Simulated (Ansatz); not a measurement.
This Ansatz 0.2.0 run on SnTe needs a look.

File input.yaml:

```yaml
crystal:
  lattice:
    - [-0.063017, 3.15085, 3.15085]
    - [3.15085, -0.063017, 3.15085]
    - [3.087833, 3.087833, 0.0]
  atoms:
    - { symbol: Te, position: [0.5, 0.5, 0.5] }
    - { symbol: Sn, position: [0.0, 0.0, 0.0] }
hamiltonian:
  xc: pbe
  pseudopotentials: { kind: paw }
kpoints:
  mp_grid: { grid: [6, 6, 6] }
  band_path:
    path:
      - [[0.0, 0.0, 0.0], [-0.37005, -0.37005, -0.7401], [-0.49, -0.2501, -0.7401], [-0.5, 0.0, -0.5], [-0.25, 0.25, -0.5], [0.0, 0.0, -0.5], [0.37005, 0.37005, -0.2599], [0.5, 0.5, 0.0], [0.0, 0.0, 0.0], [-0.38005, 0.38005, 0.0], [0.0, 0.5, 0.0], [-0.25, 0.25, -0.5]]
      - [[-0.51, 0.2501, -0.2599], [-0.38005, 0.38005, 0.0]]
      - [[0.38005, 0.61995, 0.0], [0.5, 0.5, 0.0]]
    npoints: 14
scf:
  occupations: { method: fermi_dirac, width: 0.05 }
  n_extra_bands: 6
  max_iter: 60
output:
  forces: true
  stress: true
  eigenvalues: true
  fatbands: false
basis:
  ecutwfc: "400 K"
```

Potentials or basis: Ansatz PAW.

Run with:

```sh
$ ansatz run input.yaml --threads 2 --pin off --max-ram 5632MiB --backend cpu --events-out ev --progress --plain --runs-dir out
```

Output:

```text
Error: inconsistent input (scf.n_extra_bands, basis.ecutwfc, kpoints): n_bands = 21 exceeds the smallest per-k basis n_pw = 0 (k-point 1, counted from 0 among those solved) — raise basis.ecutwfc
```

Q: Diagnose the run.

A: The input was rejected before any iteration. The input holds a flaw that was put in on purpose: a cutoff in the wrong unit (basis.ecutwfc = 400 K).
